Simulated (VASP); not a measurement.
Ga2O3:

```
Ga O
1.0
     2.87694    0.00000    4.47767
    -1.43847    2.49150    4.47767
    -1.43847   -2.49150    4.47767
Ga O
4 6
Direct
  0.35540 0.35540 0.35540
  0.14460 0.14460 0.14460
  0.64460 0.64460 0.64460
  0.85540 0.85540 0.85540
  0.55490 0.94510 0.25000
  0.94510 0.25000 0.55490
  0.25000 0.55490 0.94510
  0.44510 0.05490 0.75000
  0.05490 0.75000 0.44510
  0.75000 0.44510 0.05490
```

The cell was built by a generator and needn't be a form met in nature.

Base run:

| Property | Result |
| --- | --- |
| Program | VASP 6.6.1 |
| Functional | r2SCAN |
| Potentials or basis | VASP PAW PBE potentials, release 64 (Ga_d, O) |
| Cutoff | 520 eV |
| k mesh | 4 × 4 × 4 |
| Occupations | fermi-dirac, width 0.05 eV |
| Spin | no spin polarisation |

Its results: band gap on the k mesh 3.60 eV, indirect (least direct gap 3.82 eV).

**Question.** The run is repeated on the same cell with these changes: functional from r2SCAN to TB-mBJ. What comes out?

**Answer.** Band gap on the k mesh 5.01 eV, indirect (least direct gap 5.21 eV).

A k mesh can miss the band edges.

Not every run made on this cell is shown here.
